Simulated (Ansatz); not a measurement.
**BaS under changes of volume**

One of the cells (32.576 Å³/atom); the others are scaled copies at fixed shape and fractional positions:

```
CELL_PARAMETERS angstrom
0.00000 3.19375 3.19375
3.19375 0.00000 3.19375
3.19375 3.19375 0.00000
ATOMIC_POSITIONS crystal
Ba 0.00000 0.00000 0.00000
S 0.50000 0.50000 0.50000
```

| Quantity | Value |
| --- | --- |
| Program | Ansatz 0.2.0 |
| Functional | PBE |
| Potentials or basis | Ansatz PAW |
| Cutoff | 420 eV (not typed: the program's choice for these potentials) |
| k mesh | 7 × 7 × 7 |
| Occupations | fermi-dirac, width 0.05 eV |
| Spin | no spin polarisation |

| volume (Å³/atom) | energy over the lowest point (meV/atom) | pressure (GPa) | gap on the mesh (eV) |
| --- | --- | --- | --- |
| 30.622 | 30.37 | 4.1 | 2.16 |
| 31.273 | 16.35 | 2.9 | 2.20 |
| 31.925 | 6.92 | 1.8 | 2.23 |
| 32.576 | 1.61 | 0.8 | 2.26 |
| 33.228 | 0.00 | 0.0 | 2.29 |
| 33.879 | ? | ? | ? |
| 34.531 | 6.41 | -1.5 | 2.34 |

Q: What does the run at 33.879 Å³/atom give?

A: Energy over the lowest point 1.71 meV/atom; pressure -0.8 GPa; gap on the mesh 2.32 eV.

Worked out: A Birch-Murnaghan fit of order 3 (a polynomial in V^(-2/3)) to the other rows has its minimum at 33.21 Å³/atom with B0 = V·E''(V) = 42 GPa and B' = 4.5. It gives 1.71 meV/atom at 33.879 Å³/atom, against the run's 1.71, and -dE/dV = -0.8 GPa, against -0.8. A straight line through the other rows of the gap, of slope 1.49 eV per unit of ln V, gives 2.32 eV, against the run's 2.32.

Energies are extrapolated to zero smearing.

Caveats: odd divisions of the mesh miss points on the zone boundary, where band edges often lie, so the gap on the mesh can be too wide; spin-orbit coupling is left out, which moves the levels of the heavy elements.

A mesh can miss the band edges.
